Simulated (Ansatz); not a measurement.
Run on Si2Ni (fluorite type): DFT, PBEsol, all-electron LAPW, scalar-relativistic (Ansatz 0.2.0).

The cell comes from a relaxation on PAW files under the same functional, begun from a prototype that needn't be the stable phase.

Command: `ansatz run input.yaml --threads 1 --pin off --max-ram 3072MiB --backend cpu --events-out ev --progress --plain --runs-dir out` It took 58 s on 1 thread of Intel(R) Xeon(R) Processor @ 2.50GHz (Skylake/Cascade Lake), on a shared host, peak memory 0.43 GiB.

```yaml
crystal:
  lattice:
    - [0.0, 2.6947907038, 2.6947907038]
    - [2.6947907038, 0.0, 2.6947907038]
    - [2.6947907038, 2.6947907038, 0.0]
  atoms:
    - { symbol: Ni, position: [0.0, 0.0, 0.0] }
    - { symbol: Si, position: [0.25, 0.25, 0.25] }
    - { symbol: Si, position: [0.75, 0.75, 0.75] }
kpoints:
  mp_grid: { grid: [11, 11, 11] }
  band_path:
    path:
      - [0.0, 0.0, 0.0]
      - [0.5, 0.0, 0.5]
      - [0.625, 0.25, 0.625]
      - [0.375, 0.375, 0.75]
      - [0.0, 0.0, 0.0]
      - [0.5, 0.5, 0.5]
      - [0.5, 0.25, 0.75]
      - [0.5, 0.0, 0.5]
    npoints: 14
scf:
  occupations: { method: fermi_dirac, width: 0.05 }
hamiltonian:
  xc: pbesol
  pseudopotentials: { kind: all_electron, lapw: { basis_error: 0.001 } }
output:
  forces: true
  stress: true
  eigenvalues: true
  populations: true
  dos: { projected: true, de: 0.2, e_range: [-14, 8] }
```

Output:

```
Ni: projections on atomic orbitals take those of the free atom 1s2 2s2 2p6 3s2 3p6 3d8 4s2, of charge +0.00 (hamiltonian.pseudopotentials.projection_atoms)
Si: projections on atomic orbitals take those of the free atom 1s2 2s2 2p6 3s2 3p2, of charge +0.00 (hamiltonian.pseudopotentials.projection_atoms)
LAPW: plane waves up to 8.809 Å⁻¹, error target 1.0e-3 eV per atom; small_component_spin mean_spin; Si in spheres of 1.064 Å, 12 of its electrons in bands, Dirac shells []; Ni in spheres of 1.270 Å, 18 of its electrons in bands, Dirac shells [] (how accurate: hamiltonian.pseudopotentials.lapw.basis_error, Limitations)
Engine: ansatz 0.2.0
Pseudopotentials: kind: all_electron
Pseudopotential: Ni, LAPW, valence charge 18, lapw/all_electron/scalar/gaussian/Ni, Koelling and Harmon's equation, gaussian nucleus
Pseudopotential: Si, LAPW, valence charge 12, lapw/all_electron/scalar/gaussian/Si, Koelling and Harmon's equation, gaussian nucleus
Functional definition: PBEsol
  exchange = pbesol_x
  correlation = pbesol_c
Crystal: 3 atoms, lattice volume = 39.139 Å³
Basis set: ecut = 295.6683462185909 eV, 459 PW (Γ), exchange–correlation at level 2
Bands: 26, of which v1, the nominal top of the filled ones, is band 21 counted from 1 (20 counted from 0)
Symmetry: 48 space group operations
Space group: Fm-3m (ITA 225), of the structure as read, at distance tolerance 3.4e-5 Å
k-points: 56 of 1331
Non-local potential: Ni, projectors of the file, none
Non-local potential: Si, projectors of the file, none
Initial density: superposition of atomic densities (chi_scale 0.1, normalization cell, long waves kept (reshape's long-wave potential 0.00 eV rms))
Initial wavefunctions: plane waves of lowest kinetic energy (no species holds an atomic orbital)
Functional: x = pbesol(κ = 0.804, μ = 0.12345679012345678), c = pbesol(β = 0.046)
iter 1 solved again at ethr=5.78e-3 eV; its pass at ethr=1.00e-1 eV (dr2=2.43e0 eV) is discarded
SCF iter   1: F=—  HF=-57106.314700 eV  |F-HF|=—  |Δ(HF+E_count)|=         —  Δρ=5.95e-2  dr2=2.42e0  ethr=5.78e-3  ⟨swp⟩=2.0  Hψ=9773  notcnv=0
preconditioner: auto → none  [insulator: Δε(μ)=0.119 eV  Ē_g=9.643 eV  σ=0.050 eV  W_gap=0.53  n_scr=14 (ndim 8)  ℏωp=25.2 eV  f_vac=0.000  D(μ)=0.66/eV (n_scr^D=0)  ε∞_Penn≈7.8]
SCF iter   2: F=—  HF=-57109.295310 eV  |F-HF|=—  |Δ(HF+E_count)|=    2.98e0  Δρ=9.53e-2  dr2=4.88e0  ethr=5.77e-3  ⟨swp⟩=3.0  Hψ=4608  notcnv=0  recentre
SCF iter   3: F=—  HF=-57105.813065 eV  |F-HF|=—  |Δ(HF+E_count)|=    3.48e0  Δρ=4.01e-2  dr2=1.10e0  ethr=5.77e-3  ⟨swp⟩=3.0  Hψ=4352  notcnv=0
SCF iter   4: F=—  HF=-57105.492401 eV  |F-HF|=—  |Δ(HF+E_count)|=   3.21e-1  Δρ=1.95e-2  dr2=2.25e-1  ethr=2.63e-3  ⟨swp⟩=2.0  Hψ=4200  notcnv=0
SCF iter   5: F=—  HF=-57105.439791 eV  |F-HF|=—  |Δ(HF+E_count)|=         —  Δρ=1.02e-2  dr2=6.51e-2  ethr=5.35e-4  ⟨swp⟩=2.6  Hψ=4249  notcnv=0
the basis was enlarged: its passes take 325.3 KiB over the memory plan, 1 of 1 planned eigensolver slots
iter 6 solved again at ethr=1.40e-5 eV; its pass at ethr=1.55e-4 eV (dr2=5.88e-3 eV) is discarded
SCF iter   6: F=—  HF=-57105.411975 eV  |F-HF|=—  |Δ(HF+E_count)|=   2.78e-2  Δρ=3.19e-3  dr2=5.85e-3  ethr=1.40e-5  ⟨swp⟩=2.0  Hψ=6935  notcnv=0
SCF iter   7: F=—  HF=-57105.409205 eV  |F-HF|=—  |Δ(HF+E_count)|=   2.77e-3  Δρ=4.77e-4  dr2=1.21e-4  ethr=1.39e-5  ⟨swp⟩=2.0  Hψ=3934  notcnv=0
SCF iter   8: F=—  HF=-57105.409139 eV  |F-HF|=—  |Δ(HF+E_count)|=   6.62e-5  Δρ=3.40e-5  dr2=5.10e-7  ethr=2.87e-7  ⟨swp⟩=2.0  Hψ=3933  notcnv=0
SCF iter   9: F=-57105.409138 eV  HF=-57105.409138 eV  |F-HF|=5.35e-8  |Δ(HF+E_count)|=   2.72e-7  Δρ=5.46e-6  dr2=1.43e-8  ethr=1.22e-9  ⟨swp⟩=2.4  Hψ=3968  notcnv=0
SCF 1 converged in 9 iterations: F = -57105.409138 eV  dr2 = 1.43e-8
NSCF: frozen V_eff on 99 k-points
SCF converged after 9 iterations
Free energy (F): -57105.409138 eV
Harris-Foulkes:  -57105.409138 eV  (|F-HF|=5.35e-8)
Internal energy: -57105.401255 eV  (E = F + TS)
E sigma→0 (E₀):  -57105.405197 eV
Entropy (-TS):   -0.007883 eV (-2.628 meV/atom)
Fermi energy:    14.658380 eV
--- Per-component energies (eV) ---
  E_band       = -1704.076976
  E_kinetic    = 57803.198144
  E_xc         = -2805.203455
  E_electrostatic = -112103.395944  (all electrons and nuclei)
  E_smearing   = -0.007883  (= −TS)
  E_closure    = 0.000000  (closes the sum)
  E_atoms      = -57084.767189  (free atoms, spherical and without spin; not in F)
  Σ components = -57105.409138   (vs F -57105.409138, Δ=0.00e0)
  Basis errors (estimates in eV, not in F): energy 4.0e-4 per atom: plane waves 3.6e-4 (2.0e-4 summed), levels above the bands 1.5e-39, relativity 7.5e-9, radial functions 4.1e-5, core shells 8.0e-11; eigenvalues (radial functions only) 1.5e-6; not estimated: angular momenta, meshes, grids; target (lapw.basis_error) 1.0e-3; muffin-tin radii Si 1.064 Å, Ni 1.270 Å
--- Forces (eV/Å), atoms counted from 1 ---
  atom   1  Ni     0.00000000    -0.00000000     0.00000000
  atom   2  Si    -0.00000000     0.00000000     0.00000000
  atom   3  Si     0.00000000     0.00000000    -0.00000000
  max |Σ_I F_I| component: 9.25e-18 eV/Å
--- Stress (GPa, compression-positive) ---
        0.003584       0.000000       0.000000
        0.000000       0.003584      -0.000000
        0.000000      -0.000000       0.003584
  P = ⅓ Tr σ = 0.0036 GPa (0.036 kbar)
--- Band table (eV; the first three rows and the last of 56) ---
  k-point 0: bands = ["-119.9992", "-119.9978", "-89.7216", "-76.2868", "-76.2868", "-76.2868", "-76.2824", "-76.2824", "-76.2824", "-50.2675", "-50.2675", "-50.2675", "0.6821", "9.3552", "9.3552", "9.3552", "11.0734", "11.0734", "14.4186", "16.3829", "16.3829", "16.3829", "16.8506", "16.8506", "16.8506", "19.3529"]
  k-point 1: bands = ["-119.9992", "-119.9978", "-89.7216", "-76.2867", "-76.2867", "-76.2867", "-76.2824", "-76.2824", "-76.2824", "-50.2676", "-50.2675", "-50.2675", "0.8057", "9.1100", "9.3946", "9.3946", "11.0499", "11.0499", "14.1751", "15.3296", "15.7735", "15.7735", "17.4644", "17.4644", "18.2575", "18.9256"]
  k-point 2: bands = ["-119.9991", "-119.9979", "-89.7216", "-76.2865", "-76.2864", "-76.2864", "-76.2827", "-76.2827", "-76.2827", "-50.2678", "-50.2675", "-50.2675", "1.1739", "8.4242", "9.5000", "9.5000", "11.0034", "11.0034", "12.9799", "15.0325", "15.0325", "15.4400", "17.5094", "17.5094", "18.5101", "19.1833"]
  k-point 55: bands = ["-119.9985", "-119.9985", "-89.7216", "-76.2874", "-76.2873", "-76.2850", "-76.2842", "-76.2819", "-76.2817", "-50.2683", "-50.2682", "-50.2679", "5.5458", "5.5901", "7.4692", "8.1331", "10.7654", "10.7952", "11.0710", "11.4572", "12.1843", "16.2995", "17.3809", "19.1440", "20.2498", "22.7159"]
--- Löwdin populations: 3 sites ---
  site symbol       q [e]
     0     Ni     27.4051
     1     Si     14.1155
     2     Si     14.1155
  spilling = 0.006499 (of n_electrons = 56.000000)
```

populations.tsv:

```
# site	symbol	l	j	q
# orbitals = lowdin
# n_electrons = 56.000000
# spilling = 0.006499
# projection_atom_Ni: 1s2 2s2 2p6 3s2 3p6 3d8 4s2
# projection_atom_Si: 1s2 2s2 2p6 3s2 3p2
0	Ni	0_1S	-	1.999969
0	Ni	0_2S	-	1.998381
0	Ni	0_3S	-	1.962815
0	Ni	0_4S	-	0.590784
0	Ni	1_2P	-	5.999990
0	Ni	1_3P	-	5.996829
0	Ni	2_3D	-	8.856302
1	Si	0_1S	-	1.999888
1	Si	0_2S	-	1.991290
1	Si	0_3S	-	1.288975
1	Si	1_2P	-	5.997583
1	Si	1_3P	-	2.837744
2	Si	0_1S	-	1.999888
2	Si	0_2S	-	1.991290
2	Si	0_3S	-	1.288975
2	Si	1_2P	-	5.997583
2	Si	1_3P	-	2.837744
```

Next run (volume at 0.94 of the series' base cell), as changes to the input before:

```diff
   lattice:
-    - [0.0, 2.6947907038, 2.6947907038]
-    - [2.6947907038, 0.0, 2.6947907038]
-    - [2.6947907038, 2.6947907038, 0.0]
+    - [0.0, 2.6397795394, 2.6397795394]
+    - [2.6397795394, 0.0, 2.6397795394]
+    - [2.6397795394, 2.6397795394, 0.0]
   atoms:
   mp_grid: { grid: [11, 11, 11] }
-  band_path:
-    path:
-      - [0.0, 0.0, 0.0]
-      - [0.5, 0.0, 0.5]
-      - [0.625, 0.25, 0.625]
-      - [0.375, 0.375, 0.75]
-      - [0.0, 0.0, 0.0]
-      - [0.5, 0.5, 0.5]
-      - [0.5, 0.25, 0.75]
-      - [0.5, 0.0, 0.5]
-    npoints: 14
 scf:
   populations: true
-  dos: { projected: true, de: 0.2, e_range: [-14, 8] }
```

Command: `ansatz run input.yaml --threads 1 --pin off --max-ram 3072MiB --backend cpu --events-out ev --progress --plain --runs-dir out` It took 41 s on 1 thread of Intel(R) Xeon(R) Processor @ 2.50GHz (Skylake/Cascade Lake) (shared host), peak memory 0.43 GiB.

Results part of the output:

```
SCF 1 converged in 11 iterations: F = -57105.330004 eV  dr2 = 8.61e-9
SCF converged after 11 iterations
Free energy (F): -57105.330004 eV
Harris-Foulkes:  -57105.330004 eV  (|F-HF|=9.14e-9)
Internal energy: -57105.321881 eV  (E = F + TS)
E sigma→0 (E₀):  -57105.325943 eV
Entropy (-TS):   -0.008123 eV (-2.708 meV/atom)
Fermi energy:    15.952141 eV
--- Per-component energies (eV) ---
  E_band       = -1661.822885
  E_kinetic    = 57810.881372
  E_xc         = -2807.261965
  E_electrostatic = -112108.941288  (all electrons and nuclei)
  E_smearing   = -0.008123  (= −TS)
  E_closure    = 0.000000  (closes the sum)
  E_atoms      = -57084.767189  (free atoms, spherical and without spin; not in F)
  Σ components = -57105.330004   (vs F -57105.330004, Δ=0.00e0)
  Basis errors (estimates in eV, not in F): energy 4.0e-4 per atom: plane waves 3.6e-4 (2.0e-4 summed), levels above the bands 3.4e-39, relativity 1.0e-8, radial functions 4.8e-5, core shells 1.8e-10; eigenvalues (radial functions only) 1.3e-6; not estimated: angular momenta, meshes, grids; target (lapw.basis_error) 1.0e-3; muffin-tin radii Si 1.044 Å, Ni 1.242 Å
--- Forces (eV/Å), atoms counted from 1 ---
  atom   1  Ni    -0.00000000    -0.00000000     0.00000000
  atom   2  Si    -0.00000000    -0.00000000     0.00000000
  atom   3  Si     0.00000000    -0.00000000     0.00000000
  max |Σ_I F_I| component: 9.25e-18 eV/Å
--- Stress (GPa, compression-positive) ---
       11.400104       0.000000       0.000000
        0.000000      11.400104       0.000000
        0.000000       0.000000      11.400104
  P = ⅓ Tr σ = 11.4001 GPa (114.001 kbar)
--- Band table (eV; the first three rows and the last of 56) ---
  k-point 0: bands = ["-118.8033", "-118.8013", "-88.7963", "-75.0886", "-75.0886", "-75.0886", "-75.0827", "-75.0827", "-75.0827", "-49.3471", "-49.3471", "-49.3471", "1.2807", "10.1382", "10.1382", "10.1382", "11.9197", "11.9197", "16.1269", "17.6767", "17.6767", "17.6767", "17.9432", "17.9432", "17.9432", "20.7034"]
  k-point 1: bands = ["-118.8033", "-118.8013", "-88.7963", "-75.0885", "-75.0885", "-75.0885", "-75.0828", "-75.0828", "-75.0828", "-49.3472", "-49.3471", "-49.3471", "1.4102", "9.9115", "10.1795", "10.1795", "11.8944", "11.8944", "15.5596", "16.7240", "16.9538", "16.9538", "18.7054", "18.7054", "19.5762", "20.1789"]
  k-point 2: bands = ["-118.8032", "-118.8015", "-88.7963", "-75.0882", "-75.0882", "-75.0882", "-75.0832", "-75.0832", "-75.0831", "-49.3476", "-49.3472", "-49.3472", "1.7959", "9.2597", "10.2894", "10.2894", "11.8455", "11.8455", "14.0538", "16.1723", "16.1723", "16.9865", "18.8104", "18.8104", "19.8993", "20.3698"]
  k-point 55: bands = ["-118.8023", "-118.8023", "-88.7963", "-75.0895", "-75.0893", "-75.0862", "-75.0852", "-75.0821", "-75.0819", "-49.3483", "-49.3481", "-49.3476", "6.4132", "6.4375", "8.2287", "8.9036", "11.6348", "11.6567", "11.9522", "12.3557", "13.1588", "17.6169", "18.7329", "20.3244", "21.5237", "24.3823"]
--- Löwdin populations: 3 sites ---
  site symbol       q [e]
     0     Ni     27.4059
     1     Si     14.1063
     2     Si     14.1063
  spilling = 0.006813 (of n_electrons = 56.000000)
```

Next run (volume at 0.88 of the series' base cell), as changes to the input before:

```diff
   lattice:
-    - [0.0, 2.6397795394, 2.6397795394]
-    - [2.6397795394, 0.0, 2.6397795394]
-    - [2.6397795394, 2.6397795394, 0.0]
+    - [0.0, 2.5823747378, 2.5823747378]
+    - [2.5823747378, 0.0, 2.5823747378]
+    - [2.5823747378, 2.5823747378, 0.0]
   atoms:
```

Command: `ansatz run input.yaml --threads 1 --pin off --max-ram 3072MiB --backend cpu --events-out ev --progress --plain --runs-dir out` It took 39 s on 1 thread of Intel(R) Xeon(R) Processor @ 2.50GHz (Skylake/Cascade Lake), with other jobs on the host, peak memory 0.42 GiB.

Results part of the output:

```
SCF 1 converged in 10 iterations: F = -57105.052521 eV  dr2 = 6.62e-9
SCF converged after 10 iterations
Free energy (F): -57105.052521 eV
Harris-Foulkes:  -57105.052521 eV  (|F-HF|=2.92e-9)
Internal energy: -57105.044992 eV  (E = F + TS)
E sigma→0 (E₀):  -57105.048757 eV
Entropy (-TS):   -0.007528 eV (-2.509 meV/atom)
Fermi energy:    17.391748 eV
--- Per-component energies (eV) ---
  E_band       = -1614.400742
  E_kinetic    = 57820.338746
  E_xc         = -2809.608700
  E_electrostatic = -112115.775038  (all electrons and nuclei)
  E_smearing   = -0.007528  (= −TS)
  E_closure    = 0.000000  (closes the sum)
  E_atoms      = -57084.767189  (free atoms, spherical and without spin; not in F)
  Σ components = -57105.052521   (vs F -57105.052521, Δ=0.00e0)
  Basis errors (estimates in eV, not in F): energy 4.0e-4 per atom: plane waves 3.6e-4 (2.0e-4 summed), levels above the bands 5.1e-39, relativity 1.0e-8, radial functions 4.3e-5, core shells 4.0e-10; eigenvalues (radial functions only) 1.4e-6; not estimated: angular momenta, meshes, grids; target (lapw.basis_error) 1.0e-3; muffin-tin radii Si 1.023 Å, Ni 1.213 Å
--- Forces (eV/Å), atoms counted from 1 ---
  atom   1  Ni    -0.00000000    -0.00000000     0.00000000
  atom   2  Si     0.00000000     0.00000000     0.00000000
  atom   3  Si     0.00000000     0.00000000    -0.00000000
  max |Σ_I F_I| component: 1.04e-17 eV/Å
--- Stress (GPa, compression-positive) ---
       27.435204      -0.000000       0.000000
       -0.000000      27.435204       0.000000
        0.000000       0.000000      27.435204
  P = ⅓ Tr σ = 27.4352 GPa (274.352 kbar)
--- Band table (eV; the first three rows and the last of 56) ---
  k-point 0: bands = ["-117.4560", "-117.4531", "-87.7657", "-73.7387", "-73.7387", "-73.7387", "-73.7307", "-73.7307", "-73.7307", "-48.3231", "-48.3231", "-48.3231", "1.9648", "11.0146", "11.0146", "11.0146", "12.8589", "12.8589", "18.0650", "19.1357", "19.1357", "19.1357", "19.1640", "19.1640", "19.1640", "22.2371"]
  k-point 1: bands = ["-117.4560", "-117.4532", "-87.7657", "-73.7386", "-73.7386", "-73.7386", "-73.7309", "-73.7309", "-73.7309", "-48.3232", "-48.3231", "-48.3231", "2.1008", "10.8048", "11.0582", "11.0582", "12.8317", "12.8317", "16.9801", "18.2694", "18.2694", "18.4298", "20.1035", "20.1035", "21.0565", "21.6024"]
  k-point 2: bands = ["-117.4558", "-117.4533", "-87.7657", "-73.7382", "-73.7381", "-73.7381", "-73.7313", "-73.7313", "-73.7313", "-48.3237", "-48.3232", "-48.3232", "2.5059", "10.1871", "11.1730", "11.1730", "12.7805", "12.7805", "15.2459", "17.4530", "17.4530", "18.7417", "20.2738", "20.2738", "21.4490", "21.7109"]
  k-point 55: bands = ["-117.4546", "-117.4545", "-87.7658", "-73.7399", "-73.7396", "-73.7355", "-73.7341", "-73.7298", "-73.7295", "-48.3247", "-48.3245", "-48.3238", "7.3906", "7.3908", "9.0784", "9.7880", "12.6088", "12.6183", "12.9364", "13.3581", "14.2520", "19.0918", "20.2452", "21.6532", "22.9563", "26.2548"]
--- Löwdin populations: 3 sites ---
  site symbol       q [e]
     0     Ni     27.4076
     1     Si     14.0951
     2     Si     14.0951
  spilling = 0.007180 (of n_electrons = 56.000000)
```

Next run (volume at 0.8 of the series' base cell), as changes to the input before:

```diff
   lattice:
-    - [0.0, 2.5823747378, 2.5823747378]
-    - [2.5823747378, 0.0, 2.5823747378]
-    - [2.5823747378, 2.5823747378, 0.0]
+    - [0.0, 2.501622088, 2.501622088]
+    - [2.501622088, 0.0, 2.501622088]
+    - [2.501622088, 2.501622088, 0.0]
   atoms:
```

Results part of the output:

```
SCF 1 converged in 10 iterations: F = -57104.226647 eV  dr2 = 2.50e-8
SCF converged after 10 iterations
Free energy (F): -57104.226647 eV
Harris-Foulkes:  -57104.226647 eV  (|F-HF|=3.86e-8)
Internal energy: -57104.220405 eV  (E = F + TS)
E sigma→0 (E₀):  -57104.223526 eV
Entropy (-TS):   -0.006242 eV (-2.081 meV/atom)
Fermi energy:    19.616581 eV
--- Per-component energies (eV) ---
  E_band       = -1541.140859
  E_kinetic    = 57836.644329
  E_xc         = -2813.310899
  E_electrostatic = -112127.553835  (all electrons and nuclei)
  E_smearing   = -0.006242  (= −TS)
  E_closure    = 0.000000  (closes the sum)
  E_atoms      = -57084.767189  (free atoms, spherical and without spin; not in F)
  Σ components = -57104.226647   (vs F -57104.226647, Δ=0.00e0)
  Basis errors (estimates in eV, not in F): energy 3.9e-4 per atom: plane waves 3.6e-4 (2.0e-4 summed), levels above the bands 8.0e-39, relativity 2.2e-8, radial functions 3.6e-5, core shells 1.3e-9; eigenvalues (radial functions only) 1.1e-6; not estimated: angular momenta, meshes, grids; target (lapw.basis_error) 1.0e-3; muffin-tin radii Si 0.994 Å, Ni 1.173 Å
--- Forces (eV/Å), atoms counted from 1 ---
  atom   1  Ni     0.00000000    -0.00000000    -0.00000000
  atom   2  Si     0.00000000    -0.00000000    -0.00000000
  atom   3  Si    -0.00000000    -0.00000000     0.00000000
  max |Σ_I F_I| component: 4.63e-18 eV/Å
--- Stress (GPa, compression-positive) ---
       59.696515       0.000000       0.000000
        0.000000      59.696515       0.000000
        0.000000       0.000000      59.696515
  P = ⅓ Tr σ = 59.6965 GPa (596.965 kbar)
--- Band table (eV; the first three rows and the last of 56) ---
  k-point 0: bands = ["-115.3718", "-115.3669", "-86.1803", "-71.6504", "-71.6504", "-71.6504", "-71.6380", "-71.6380", "-71.6380", "-46.7506", "-46.7506", "-46.7506", "3.0451", "12.3670", "12.3670", "12.3670", "14.2943", "14.2943", "21.0394", "21.0394", "21.0394", "21.0922", "21.4033", "21.4033", "21.4033", "24.6337"]
  k-point 1: bands = ["-115.3717", "-115.3670", "-86.1803", "-71.6501", "-71.6501", "-71.6501", "-71.6383", "-71.6383", "-71.6382", "-46.7508", "-46.7506", "-46.7506", "3.1911", "12.1772", "12.4139", "12.4139", "14.2646", "14.2646", "19.0211", "20.2814", "20.2814", "21.2003", "22.2770", "22.2770", "23.3757", "23.8270"]
  k-point 2: bands = ["-115.3714", "-115.3672", "-86.1803", "-71.6494", "-71.6494", "-71.6494", "-71.6390", "-71.6390", "-71.6389", "-46.7516", "-46.7507", "-46.7507", "3.6255", "11.6051", "12.5357", "12.5357", "14.2106", "14.2106", "17.0735", "19.4330", "19.4330", "21.4487", "22.5360", "22.5360", "23.8007", "23.8007"]
  k-point 55: bands = ["-115.3694", "-115.3692", "-86.1804", "-71.6523", "-71.6517", "-71.6454", "-71.6432", "-71.6366", "-71.6362", "-46.7532", "-46.7529", "-46.7517", "8.8660", "8.9078", "10.3809", "11.1927", "14.0981", "14.1140", "14.4539", "14.9022", "15.9454", "21.3570", "22.5653", "23.7159", "25.1693", "29.1418"]
--- Löwdin populations: 3 sites ---
  site symbol       q [e]
     0     Ni     27.4139
     1     Si     14.0774
     2     Si     14.0774
  spilling = 0.007701 (of n_electrons = 56.000000)
```

Spin polarisation is left out, though a magnetic state may lie lower. The structure type is held throughout; the real material can change phase at far lower pressure.
